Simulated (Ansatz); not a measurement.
# Si/ZnS/CoSi2: a contact from a semiconductor to a metal

Aim: where the metal's Fermi level sits in the semiconductor's gap in Si/ZnS/CoSi2, and what the stack passes. The semiconductor is Si diamond(111), undoped, with its far face capped by hydrogen, and the metal is CoSi2 fluorite(111), with ZnS wurtzite(0001) between them (whole bilayers). After relaxation the nearest pair at the metal is Si–Zn at 2.43 Å, along the normal. The common net has a side of 3.85 Å, which strains the semiconductor by -0.5 %, the layer between by +0.0 % and the metal by +1.6 %, against typed lattice constants near PBE's. The first steps treat the bulk crystals alone.

Main program and level: Ansatz 0.2.0; PBE DFT, plane waves, PAW files, in the first sound run; inputs show where later runs differ.

### 1. The structure

The structure is trigonal, space group R-3m (No. 166). The conventional cell has a = 3.850 Å, b = 3.850 Å, c = 9.505 Å, α = 90.00°, β = 90.00°, γ = 120.00°. Nearest to Si lie 4 Si at 2.36 to 2.38 Å.

### 2. Layer spacing of the electrode, 6 atoms, electrode Si diamond(111)

The electrode is held to the junction's net and relaxed along the normal; its spacing is used for the ideal lead layers.

File input.yaml:

```yaml
crystal:
  lattice:
    - [3.85, 0.0, 0.0]
    - [-1.925, 3.3341978046, 0.0]
    - [0.0, 0.0, 9.5049656028]
  atoms:
    - { symbol: Si, position: [0.0, 0.0, 0.0] }
    - { symbol: Si, position: [0.0, 0.0, 0.25] }
    - { symbol: Si, position: [0.3333333333, 0.6666666667, 0.3333333333] }
    - { symbol: Si, position: [0.3333333333, 0.6666666667, 0.5833333333] }
    - { symbol: Si, position: [0.6666666667, 0.3333333333, 0.6666666667] }
    - { symbol: Si, position: [0.6666666667, 0.3333333333, 0.9166666667] }
kpoints:
  mp_grid: { grid: [12, 12, 3] }
scf:
  occupations: { method: fermi_dirac, width: 0.1 }
  max_iter: 150
hamiltonian:
  xc: pbe
relax:
  f_tol: 0.01
  max_steps: 40
  cell: { fix: [a, b, angles] }
```

Command:

```sh
ansatz run input.yaml --threads 8 --pin off --max-ram 24576MiB --backend cpu --events-out ev --progress --plain --runs-dir out
```

Numbers of over 12 decimals in the logs are rounded to 6 here.

The log of the run:

```text
Engine: ansatz 0.2.0, aarch64-unknown-linux-gnu
Pseudopotentials: kind: paw
Pseudopotential: Si, paw, valence charge 4, recommended cutoff 420 eV (normal), Si.paw.azcp
Functional definition: PBE
  parameter kappa = 0.804
  parameter beta = 0.066725
  exchange = pbe_x(kappa = kappa, mu = beta*pi^2/3)
  correlation = pbe_c(beta = beta)
Crystal: 6 atoms, lattice volume = 122.012 Å³
Basis set: ecut = 420 eV, 2383 PW (Γ), exchange–correlation on 54×54×128 points (8 copies of the dense FFT grid, shifted against one another)
Bands: 18, of which v1, the nominal top of the filled ones, is band 12 counted from 1 (11 counted from 0)
Symmetry: 36 space group operations
Space group: R-3m (ITA 166), of the structure as read, at distance tolerance 5.0e-5 Å
k-points: 50 of 432
Non-local potential: Si, projectors of the file, l = 0: 2, l = 1: 2, l = 2: 2
PAW form: soft (Blöchl's): semilocal exchange-correlation on the pseudo side does not see the compensation charge
PAW one-centre angular grid: Si, 110 points (default); XC on 64 Gauss nodes
Initial density: superposition of atomic densities (neutral atoms: chi_scale 0, normalization atom), corrected by the library's trained network
Initial wavefunctions: pseudopotential atomic-orbital guess
Functional: x = pbe(κ = 0.804, μ = 0.219515), c = pbe(β = 0.066725)
SCF iter   1: F=—  HF=-3814.855601 eV  |F-HF|=—  |Δ(HF+E_count)|=         —  Δρ=1.24e-3  dr2=1.17e-3  ethr=1.77e-3  ⟨swp⟩=6.7  Hψ=5625  notcnv=0
preconditioner: auto → Resta (q_TF=auto, 2.081 Å⁻¹)  ε∞=5.4  [insulator: Δε(μ)=0.703 eV  Ē_g=7.852 eV  σ=0.100 eV  W_gap=0.94  n_scr=24 (ndim 8)  ℏωp=16.5 eV  f_vac=0.000  D(μ)=0.04/eV (n_scr^D=0)  ε∞_Penn≈5.4]
SCF iter   2: F=—  HF=-3814.856532 eV  |F-HF|=—  |Δ(HF+E_count)|=   9.32e-4  Δρ=6.70e-4  dr2=3.57e-4  ethr=4.88e-6  ⟨swp⟩=2.2  Hψ=1819  notcnv=0
SCF iter   3: F=—  HF=-3814.856694 eV  |F-HF|=—  |Δ(HF+E_count)|=   1.61e-4  Δρ=7.73e-5  dr2=8.87e-6  ethr=1.49e-6  ⟨swp⟩=2.0  Hψ=1500  notcnv=0
SCF iter   4: F=—  HF=-3814.856698 eV  |F-HF|=—  |Δ(HF+E_count)|=   4.47e-6  Δρ=2.05e-5  dr2=8.99e-7  ethr=3.70e-8  ⟨swp⟩=2.0  Hψ=1499  notcnv=0
iter 5 did not close the SCF: its close was put off for the readings that it lacked (scf_convergence_deferred on its scf_iter line)
SCF iter   5: F=-3814.856699 eV  HF=-3814.856699 eV  |F-HF|=2.41e-8  |Δ(HF+E_count)|=   7.07e-7  Δρ=4.30e-6  dr2=1.30e-8  ethr=3.75e-9  ⟨swp⟩=2.0  Hψ=1491  notcnv=0
SCF iter   6: F=-3814.856699 eV  HF=-3814.856699 eV  |F-HF|=9.55e-11  |Δ(HF+E_count)|=   2.82e-8  Δρ=1.44e-6  dr2=1.69e-9  ethr=5.42e-11  ⟨swp⟩=2.0  Hψ=3052  notcnv=0
SCF 1 converged in 6 iterations: F = -3814.856699 eV  dr2 = 1.69e-9
  greatest PAW one-centre occupation: 0.633 electrons in one spin orbital (limit 2), on the Si atom at site 5 (counted from 0), in its partial waves of l = 0
relax step   1: F+E_penalty+E_count = -3814.85669893 eV  Δ(F+E_penalty+E_count) = +0.000e0 eV  max|allowed force component| = 8.291e-2 eV/Å  Δτ_max = 0.0000 Å  P = +0.557 GPa  Ω = 122.012 Å³  fix = [a, b, alpha, beta, gamma]  reactions: a +1.085, b +1.085 GPa  (6 SCF iters, dr2 threshold 1.00e-7 eV, accepted)
Crystal: 6 atoms, lattice volume = 121.931 Å³
Initial density: handed on by an earlier stage of this run
Initial wavefunctions: those handed on with the density
iter 1 solved again at ethr=1.04e-7 eV; its pass at ethr=3.10e-3 eV (dr2=2.49e-5 eV) is discarded
SCF iter   1: F=—  HF=-3814.857562 eV  |F-HF|=—  |Δ(HF+E_count)|=         —  Δρ=1.94e-4  dr2=3.62e-5  ethr=1.04e-7  ⟨swp⟩=2.7  Hψ=5826  notcnv=0
preconditioner: auto → Resta (q_TF=auto, 2.081 Å⁻¹)  ε∞=5.4  [insulator: Δε(μ)=0.687 eV  Ē_g=7.855 eV  σ=0.100 eV  W_gap=0.93  n_scr=24 (ndim 8)  ℏωp=16.5 eV  f_vac=0.000  D(μ)=0.04/eV (n_scr^D=0)  ε∞_Penn≈5.4]
SCF iter   2: F=—  HF=-3814.857556 eV  |F-HF|=—  |Δ(HF+E_count)|=   5.97e-6  Δρ=1.07e-4  dr2=1.06e-5  ethr=1.04e-7  ⟨swp⟩=1.3  Hψ=1042  notcnv=0
SCF iter   3: F=-3814.857555 eV  HF=-3814.857555 eV  |F-HF|=4.18e-8  |Δ(HF+E_count)|=   1.56e-6  Δρ=7.83e-6  dr2=8.99e-8  ethr=2.50e-9  ⟨swp⟩=3.0  Hψ=3623  notcnv=0
SCF 2 converged in 3 iterations: F = -3814.857555 eV  dr2 = 8.99e-8
relax step   2: F+E_penalty+E_count = -3814.85755458 eV  Δ(F+E_penalty+E_count) = -8.557e-4 eV  max|allowed force component| = 2.057e-2 eV/Å  Δτ_max = 0.0022 Å  P = +0.612 GPa  Ω = 121.931 Å³  energy of the carried Pulay correction = +1.112e-5 eV  fix = [a, b, alpha, beta, gamma]  reactions: a +1.008, b +1.008 GPa  (3 SCF iters, dr2 threshold 6.00e-7 eV, accepted)
Crystal: 6 atoms, lattice volume = 121.842 Å³
Basis set: ecut = 420 eV, 2371 PW (Γ), exchange–correlation on 54×54×128 points (8 copies of the dense FFT grid, shifted against one another)
iter 1 solved again at ethr=3.66e-8 eV; its pass at ethr=3.10e-3 eV (dr2=8.79e-6 eV) is discarded
SCF iter   1: F=—  HF=-3814.857646 eV  |F-HF|=—  |Δ(HF+E_count)|=         —  Δρ=9.66e-5  dr2=1.29e-5  ethr=3.66e-8  ⟨swp⟩=2.5  Hψ=5816  notcnv=0
preconditioner: auto → Resta (q_TF=auto, 2.081 Å⁻¹)  ε∞=5.4  [insulator: Δε(μ)=0.685 eV  Ē_g=7.857 eV  σ=0.100 eV  W_gap=0.93  n_scr=24 (ndim 8)  ℏωp=16.5 eV  f_vac=0.000  D(μ)=0.04/eV (n_scr^D=0)  ε∞_Penn≈5.4]
SCF iter   2: F=—  HF=-3814.857643 eV  |F-HF|=—  |Δ(HF+E_count)|=   3.04e-6  Δρ=5.20e-5  dr2=3.79e-6  ethr=3.66e-8  ⟨swp⟩=2.0  Hψ=1411  notcnv=0
SCF iter   3: F=-3814.857642 eV  HF=-3814.857642 eV  |F-HF|=3.71e-8  |Δ(HF+E_count)|=   8.54e-7  Δρ=4.93e-6  dr2=4.53e-8  ethr=3.40e-10  ⟨swp⟩=3.6  Hψ=3879  notcnv=0
SCF 3 converged in 3 iterations: F = -3814.857642 eV  dr2 = 4.53e-8
relax step   3: F+E_penalty+E_count = -3814.85764183 eV  Δ(F+E_penalty+E_count) = -8.725e-5 eV  max|allowed force component| = 4.721e-4 eV/Å  Δτ_max = 0.0005 Å  P = +0.677 GPa  Ω = 121.842 Å³  energy of the carried Pulay correction = +2.326e-5 eV  fix = [a, b, alpha, beta, gamma]  reactions: a +1.005, b +1.005 GPa  (3 SCF iters, dr2 threshold 8.15e-8 eV, accepted)
Initial wavefunctions: pseudopotential atomic-orbital guess (no wavefunctions were taken with the density)
iter 1 solved again at ethr=5.11e-8 eV; its pass at ethr=3.10e-3 eV (dr2=1.23e-5 eV) is discarded
SCF iter   1: F=—  HF=-3814.857616 eV  |F-HF|=—  |Δ(HF+E_count)|=         —  Δρ=5.11e-6  dr2=4.14e-8  ethr=5.11e-8  ⟨swp⟩=3.2  Hψ=8274  notcnv=0
preconditioner: auto → Resta (q_TF=auto, 2.081 Å⁻¹)  ε∞=5.4  [insulator: Δε(μ)=0.686 eV  Ē_g=7.857 eV  σ=0.100 eV  W_gap=0.93  n_scr=24 (ndim 8)  ℏωp=16.5 eV  f_vac=0.000  D(μ)=0.04/eV (n_scr^D=0)  ε∞_Penn≈5.4]
SCF iter   2: F=—  HF=-3814.857617 eV  |F-HF|=—  |Δ(HF+E_count)|=   3.92e-7  Δρ=3.40e-6  dr2=2.20e-8  ethr=1.73e-10  ⟨swp⟩=2.1  Hψ=1503  notcnv=0
SCF iter   3: F=—  HF=-3814.857617 eV  |F-HF|=—  |Δ(HF+E_count)|=   2.36e-8  Δρ=8.56e-7  dr2=4.78e-10  ethr=9.18e-11  ⟨swp⟩=2.0  Hψ=1500  notcnv=0
SCF iter   4: F=—  HF=-3814.857617 eV  |F-HF|=—  |Δ(HF+E_count)|=  2.86e-10  Δρ=3.99e-7  dr2=1.10e-10  ethr=1.00e-12  ⟨swp⟩=4.0  Hψ=2909  notcnv=0
SCF iter   5: F=-3814.857617 eV  HF=-3814.857617 eV  |F-HF|=2.73e-12  |Δ(HF+E_count)|=  1.03e-10  Δρ=3.77e-8  dr2=1.16e-12  ethr=1.00e-12  ⟨swp⟩=4.0  Hψ=2907  notcnv=0
SCF 4 converged in 5 iterations: F = -3814.857617 eV  dr2 = 1.16e-12
relax step   4: F+E_penalty+E_count = -3814.85761689 eV  Δ(F+E_penalty+E_count) = +2.494e-5 eV  max|allowed force component| = 4.813e-4 eV/Å  Δτ_max = 0.0000 Å  P = +0.677 GPa  Ω = 121.842 Å³  fix = [a, b, alpha, beta, gamma]  reactions: a +1.005, b +1.005 GPa  stress off target by 1.98e-2 GPa on what of the cell is left free  SCF on the basis re-selected at this cell (its energy is not comparable with the rows above)  (5 SCF iters)
basis re-selected at this cell: Δ(F+E_penalty+E_count) = +2.494e-5 eV, ΔP = -0.001 GPa vs the last step (what re-selecting the basis moved, of the pressure what is left beyond the Pulay correction that the steps carried, after the strain that the cell walked since its last selection, with what the two solves' SCF thresholds leave and, on support functions, any second-order correction that the steps lacked; it is no m [...]
SCF converged after 5 iterations
Free energy (F): -3814.857617 eV
Harris-Foulkes:  -3814.857617 eV  (|F-HF|=2.73e-12)
Internal energy: -3814.855297 eV  (E = F + TS)
E sigma→0 (E₀):  -3814.856457 eV
Entropy (-TS):   -0.002319 eV (-0.387 meV/atom)
Fermi energy:    6.392483 eV
--- Per-component energies (eV) ---
  E_band       = 25.389519
  E_kinetic    = 241.128032
  E_local      = -167.045682  (includes V_loc(G=0)·N_el)
  E_nonlocal   = 155.532756
  E_hartree    = 45.244401
  E_xc         = -330.687507
  E_vxc        = -279.880144  (∫ρ·V_xc dr)
  E_paw        = -3076.669428  (= ΣΔE_a)
  E_vpaw       = -14.834275  (= ΣTr[D̂ρ^β])
  E_aug_tail   = 0.000037  (compensation charges beyond the density's cutoff)
  E_ewald      = -682.357906
  E_smearing   = -0.002319  (= −TS)
  E_closure    = 0.000000  (closes the sum)
  Σ components = -3814.857617   (vs F -3814.857617, Δ=0.00e0)
--- Forces (eV/Å), atoms counted from 1 ---
  atom   1  Si    -0.00000000    -0.00000000     0.00048131
  atom   2  Si     0.00000000     0.00000000    -0.00048131
  atom   3  Si    -0.00000000    -0.00000000     0.00048131
  atom   4  Si     0.00000000     0.00000000    -0.00048131
  atom   5  Si    -0.00000000    -0.00000000     0.00048131
  atom   6  Si     0.00000000     0.00000000    -0.00048131
  max |Σ_I F_I| component: 4.93e-17 eV/Å
--- Stress (GPa, compression-positive) ---
        1.004965       0.000000      -0.000000
        0.000000       1.004965      -0.000000
       -0.000000      -0.000000       0.019807
  P = ⅓ Tr σ = 0.6766 GPa (6.766 kbar)
--- Relaxed structure (3 steps of the walk, 3 accepted, 1 SCFs on fresh bases) ---
  F+E_penalty+E_count = -3814.85761689 eV   max|allowed force component| = 4.813e-4 eV/Å   (the final SCF, on the basis selected at the relaxed cell)
  cell:  # Å, volume = 121.8422 Å³
    - [3.850000, 0, 0]
    - [-1.925000, 3.334198, 0]
    - [0, 0, 9.491738]
  atoms:
    - { symbol: Si, position: [0, 0, 0.000278066] }
    - { symbol: Si, position: [0, 0, 0.249722] }
    - { symbol: Si, position: [0.333333, 0.666667, 0.333611] }
    - { symbol: Si, position: [0.333333, 0.666667, 0.583055] }
    - { symbol: Si, position: [0.666667, 0.333333, 0.666945] }
    - { symbol: Si, position: [0.666667, 0.333333, 0.916389] }
```

Elapsed: 2.9 s, on 8 threads of Arm Neoverse V2, shared host; peak memory 0.52 GiB.

The steps of the relaxation:

| step | energy less that of the first step (eV) | largest force component (eV/Å) | pressure (GPa) | volume (Å³) |
| --- | --- | --- | --- | --- |
| 1 | 0.0000 | 0.0829 | 0.56 | 122.01 |
| 2 | -0.0009 | 0.0206 | 0.61 | 121.93 |
| 3 | -0.0009 | 0.0005 | 0.68 | 121.84 |
| 4* | -0.0009 | 0.0005 | 0.68 | 121.84 |

Relaxation steps marked * repeat the geometry before them on a plane-wave basis chosen anew for their cell, so energy and pressure can jump there.

The run keeps the 36 symmetry operations that it works with, so distortions that break them were not tested.

| conventional cell, symmetrised | before | after | change |
| --- | --- | --- | --- |
| a (Å) | 3.850 | 3.850 | +0.0 % |
| b (Å) | 3.850 | 3.850 | +0.0 % |
| c (Å) | 9.505 | 9.492 | -0.1 % |
| volume (Å³/atom) | 20.34 | 20.31 | -0.1 % |

The relaxed structure:

```cif
data_structure
_symmetry_space_group_name_H-M 'P 1'
_symmetry_Int_Tables_number 1
_cell_length_a 3.8500
_cell_length_b 3.8500
_cell_length_c 9.4917
_cell_angle_alpha 90.000
_cell_angle_beta 90.000
_cell_angle_gamma 120.000
_cell_volume 121.84
loop_
_atom_site_label
_atom_site_type_symbol
_atom_site_fract_x
_atom_site_fract_y
_atom_site_fract_z
_atom_site_occupancy
Si1 Si 0.00000 0.00000 0.00028 1
Si2 Si 0.00000 0.00000 0.24972 1
Si3 Si 0.33333 0.66667 0.33361 1
Si4 Si 0.33333 0.66667 0.58306 1
Si5 Si 0.66667 0.33333 0.66694 1
Si6 Si 0.66667 0.33333 0.91639 1
```

Numbers from this step:

```
free energy  : -3814.8576 eV
Fermi energy : 6.392 eV
pressure     : 0.6766 GPa
```

The cell shrank by 0.1 % in volume.

[end of part 1 of 5]

[Logs are printed without paths, hosts, clocks, repeated set-up lines and the standing remarks that a program may print on its own settings, such as how far it seeks lower states.]

[Hosts, paths, dates, database ids (printed as entryN), source tags and the programs' standing remarks are cut or masked in the printed files.]
